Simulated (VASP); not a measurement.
Set up this calculation in VASP 6.6.1, as the native input.

```yaml
Task: single point
Functional: PBE
Potentials_or_basis: VASP PAW PBE potentials, release 64 (Hg)
Cutoff: 520 eV
k_mesh: 8 × 8 × 4
Occupations: fermi-dirac, width 0.1 eV
Spin: no spin polarisation
Dipole_correction: no
Further_INCAR_settings: ALGO = Normal; EDIFF = 1e-07; NBANDS = 19
```

The structure of Hg lies in POSCAR:

```
Hg
1.0
    3.4733107532      0.0000000000      0.0000000000
   -1.7366553766      3.0079753462      0.0000000000
    0.0000000000      0.0000000000      5.5057794713
Hg
2
Direct
    0.6666666667      0.3333333333      0.7500000000
    0.3333333333      0.6666666667      0.2500000000
```

These files were run (other wordings do the same):

INCAR

```
SYSTEM = Hg
PREC = Accurate
ENCUT = 520
EDIFF = 1E-7
ISMEAR = -1
SIGMA = 0.1
LREAL = .FALSE.
LASPH = .TRUE.
NELM = 80
ALGO = Normal
ISIF = 2
LWAVE = .FALSE.
LCHARG = .FALSE.
GGA = PE
NBANDS = 19
```

KPOINTS

```
Automatic mesh
0
G
  8 8 4
  0 0 0
```

Potentials or basis: VASP PAW PBE potentials, release 64 (Hg).

Launch:

```bash
$ cat potpaw_PBE.64/Hg/POTCAR > POTCAR
$ mpirun -np 1 vasp_std > vasp.out
```

It gave:

```yaml
Pressure: 0.9 GPa
Band_gap_on_the_k_mesh: none (metal or under the smearing width)
```

It took 21 s on 1 thread of Intel(R) Xeon(R) Platinum 8488C (Sapphire Rapids) (shared host), peak memory 0.18 GiB.
